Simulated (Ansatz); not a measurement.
ZrSe2 under changes of volume

One of the cells (25.784 Å³/atom); the others are scaled copies at fixed shape and fractional positions:

```
Zr Se
1.0
     3.79800    0.00000    0.00000
    -1.89900    3.28916    0.00000
     0.00000    0.00000    6.19200
Zr Se
1 2
Direct
  0.00000 0.00000 0.00000
  0.66667 0.33333 0.75000
  0.33333 0.66667 0.25000
```

- Program: Ansatz 0.2.0
- Functional: PBE
- Potentials or basis: Ansatz PAW
- Cutoff: 420 eV (not typed: the program's choice for these potentials)
- k mesh: 8 × 8 × 5
- Occupations: fermi-dirac, width 0.05 eV
- Spin: no spin polarisation

```tsv
volume (Å³/atom)	energy over the lowest point (meV/atom)	pressure (GPa)	gap on the mesh (eV)	largest force (eV/Å)
24.237	48.87	7.7	0.34	1.018
24.753	27.49	5.6	0.36	0.755
25.268	12.62	3.7	0.39	0.511
25.784	3.64	1.9	0.41	0.284
26.300	0.00	0.4	0.43	0.072
26.815	?	?	?	?
27.331	6.72	-2.4	0.47	0.307
```

Task: What does the run at 26.815 Å³/atom give?

Result: Energy over the lowest point 1.18 meV/atom; pressure -1.1 GPa; gap on the mesh 0.45 eV; largest force 0.124 eV/Å.

Worked out: A Birch-Murnaghan fit of order 3 (a polynomial in V^(-2/3)) to the other rows has its minimum at 26.42 Å³/atom with B0 = V·E''(V) = 75 GPa and B' = 4.1 at fixed shape and positions, which overstates the stiffness. It gives 1.17 meV/atom at 26.815 Å³/atom, against the run's 1.18, and -dE/dV = -1.1 GPa, against -1.1. A straight line through the other rows of the gap, of slope 1.09 eV per unit of ln V, gives 0.45 eV, against the run's 0.45.

Energies are extrapolated to zero smearing.

Caveats: odd divisions of the mesh miss points on the zone boundary, where band edges often lie, so the gap on the mesh can be too wide; this functional lacks dispersion, which binds the layers, so the pressure and a relaxed spacing across them are unreliable; forces of over 1 eV/Å show positions far from the minimum, so gaps and moduli don't describe the material at rest (some runs).

A mesh can miss the band edges. Spin-orbit coupling on Se, Zr is left out.
